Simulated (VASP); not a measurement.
A VASP 6.6.1 single-point calculation on BN

INCAR

```
NBANDS = 11
LREAL = .FALSE.
LWAVE = .FALSE.
LCHARG = .FALSE.
ISMEAR = -1
IBRION = -1
EDIFF = 1E-7
NELM = 120
ENCUT = 800
ISIF = 2
LASPH = .TRUE.
SIGMA = 0.02
PREC = Accurate
NSW = 0
GGA = PE
```

KPOINTS

```
KPOINTS created by Atomic Simulation Environment
0
Gamma
12 12 12
0 0 0
```

POSCAR

```
B  N
 1.0000000000000000
    -0.0000000000000000    1.7458259349545111    1.7458259349545111
     1.7458259349545111   -0.0000000000000000    1.7458259349545111
     1.7458259349545111    1.7458259349545111   -0.0000000000000000
 B   N
   1   1
Cartesian
 -0.0000000000000000 -0.0000000000000000 -0.0000000000000000
  1.7458259349545109  1.7458259349545109  1.7458259349545109
```

The recommended PBE PAW datasets give the neutral cell 8 valence electrons.

Command

```
mpirun -np 1 vasp_std
```

Predict the outcome of this run.

It converged. Results: gap between bands v and c on the k mesh 1.20 eV; least direct gap on the k mesh 5.85 eV; pressure 4.0 GPa. Band v is the last that the valence electrons fill when counted band by band, and c is the next.

OSZICAR

```
N       E                     dE             d eps       ncg     rms          rms(c)
DAV:   1     0.257230809672E+02    0.25723E+02   -0.64531E+03  1584   0.103E+03
DAV:   2    -0.138720218583E+02   -0.39595E+02   -0.36801E+02  1845   0.237E+02
DAV:   3    -0.147803771884E+02   -0.90836E+00   -0.90523E+00  1960   0.270E+01
DAV:   4    -0.147822054432E+02   -0.18283E-02   -0.18281E-02  1761   0.143E+00
DAV:   5    -0.147822076550E+02   -0.22118E-05   -0.22118E-05  1884   0.496E-02    0.627E+00
DAV:   6    -0.139424253312E+02    0.83978E+00   -0.42552E+00  2029   0.125E+01    0.232E+00
DAV:   7    -0.139490889904E+02   -0.66637E-02   -0.69952E-02  1788   0.233E+00    0.154E+00
DAV:   8    -0.139536613290E+02   -0.45723E-02   -0.66263E-03  1674   0.677E-01    0.273E-01
DAV:   9    -0.139534950597E+02    0.16627E-03   -0.72584E-04  1878   0.170E-01    0.821E-02
DAV:  10    -0.139535029195E+02   -0.78598E-05   -0.29910E-05  1728   0.442E-02    0.352E-03
DAV:  11    -0.139535034489E+02   -0.52933E-06   -0.37356E-07  1884   0.538E-03    0.307E-03
DAV:  12    -0.139535033898E+02    0.59068E-07   -0.22315E-08  1002   0.143E-03
   1 F= -.13953503E+02 E0= -.13953503E+02  d E =-.809534E-13
```

For comparison, a separate PBE run of the intended cell, on usual settings and not on those above, gives a gap of 1.20 eV on its mesh and a pressure of 3.9 GPa.
